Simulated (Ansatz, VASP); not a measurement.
**Co: VASP beside Ansatz**

```
Co
1.0
     2.48741    0.00000    0.00000
    -1.24371    2.15416    0.00000
     0.00000    0.00000    4.04190
Co
2
Direct
  0.33333 0.66667 0.25000
  0.66667 0.33333 0.75000
```

Alike in both runs: task relaxation of cell and atoms; functional PBE; k mesh 21 × 21 × 10; occupations gaussian, width 0.1 eV; collinear spin.

|  | VASP | Ansatz |
| --- | --- | --- |
| version | VASP 6.6.1 | Ansatz 0.2.0 |
| potentials or method | VASP PAW PBE potentials, release 64 (Co) | scalar-relativistic, plane waves, PAW |
| plane-wave cutoff (eV) | 600 | 420 |
| valence electrons in the cell | 18 | 34 |

Ansatz gave:

| Item | Value |
| --- | --- |
| gap on the k mesh at the Fermi level, each at its own relaxed structure (eV) | none |
| net moment per atom (μB) | 1.61 |
| size of the moment on the site where the two differ most (μB) | 1.69 |
| relaxed volume (Å³/atom) | 10.86 |
| relaxed cell length with the largest relative difference (Å) | 4.033 |

**Question.** What did VASP give for the same quantities?

**Answer.** gap on the k mesh at the Fermi level, each at its own relaxed structure (eV): none; net moment per atom (μB): 1.60; size of the moment on the site where the two differ most (μB): 1.62; relaxed volume (Å³/atom): 10.81; relaxed cell length with the largest relative difference (Å): 4.026.

Site moments also hang on the region over which each program counts them. A gap of «none» marks a metal or a gap that the smearing closes. The two sets of potentials don't hold the same shells in valence.
